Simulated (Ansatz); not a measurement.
Cs: comparing deformations

Method: Ansatz 0.2.0, DFT PBE, scalar-relativistic, plane waves, PAW. Cutoff 420 eV, Γ-centred 12×12×12 k-points, Gaussian smearing of 0.15 eV. No spin polarisation. Energies are free energies at this smearing, counted from the undisturbed cell; pressure is positive in compression.

Reference structure (as given, not relaxed at this level; it stands at 0.1 GPa):

```
CELL_PARAMETERS angstrom
-3.02250 3.02250 3.02250
3.02250 -3.02250 3.02250
3.02250 3.02250 -3.02250
ATOMIC_POSITIONS crystal
Cs 0.00000 0.00000 0.00000
```

The cell is strained by ε times a Voigt pattern (xx, yy, zz, yz, xz, xy; engineering shear) with fractional coordinates fixed. τ = (1/V0) dE/dε comes from the stress tensor. Of each scan, only the three points used here are listed.

```
           pattern        ε  τ (GPa)
(0, 1, 0, 0, 0, 0)  -0.0050  -0.1354
(0, 1, 0, 0, 0, 0)   0.0000  -0.1225
(0, 1, 0, 0, 0, 0)   0.0050  -0.1100
(1, 1, 0, 0, 0, 0)  -0.0250   -0.496
(1, 1, 0, 0, 0, 0)   0.0000   -0.245
(1, 1, 0, 0, 0, 0)   0.0250   -0.026
(0, 0, 1, 0, 0, 0)  -0.0250  -0.1916
(0, 0, 1, 0, 0, 0)   0.0000  -0.1225
(0, 0, 1, 0, 0, 0)   0.0250  -0.0637
(0, 0, 0, 0, 1, 0)  -0.0075  -0.0118
(0, 0, 0, 0, 1, 0)   0.0000   0.0000
(0, 0, 0, 0, 1, 0)   0.0075   0.0118
```

Task: Which constants do the scans give, and which deformation costs least for the same size of strain tensor?

Result: The slope dτ/dε at zero (parabola through three points) is pᵀCp: (0, 1, 0, 0, 0, 0) gives C11 = 2.5 GPa; (1, 1, 0, 0, 0, 0) gives 2(C11 + C12) = 9.4 GPa; (0, 0, 1, 0, 0, 0) gives C11 = 2.6 GPa; (0, 0, 0, 0, 1, 0) gives C44 = 1.6 GPa. The size of the strain tensor, ε:ε, is ε² times 1.0, 2.0, 1.0, 0.5. Per unit of it the stiffnesses are 2.5, 4.7, 2.6, 3.1 GPa, so (0, 1, 0, 0, 0, 0) is the softest of these, level with (0, 0, 1, 0, 0, 0) (alike by symmetry): at ε:ε = (1 %)² the quadratic term costs 0.09 meV/atom against 0.16 for the stiffest. The starting stress shifts them by about its own size.

Task: What else follows for this cubic crystal?

Result: From the unrounded slopes C11 = 2.6 and C12 = 2.1 GPa, so B = (C11 + 2 C12)/3 = 2 GPa and the Poisson ratio for a pull along a cube edge is C12/(C11 + C12) = 0.46.

In a metal these slopes depend on the k mesh and the smearing.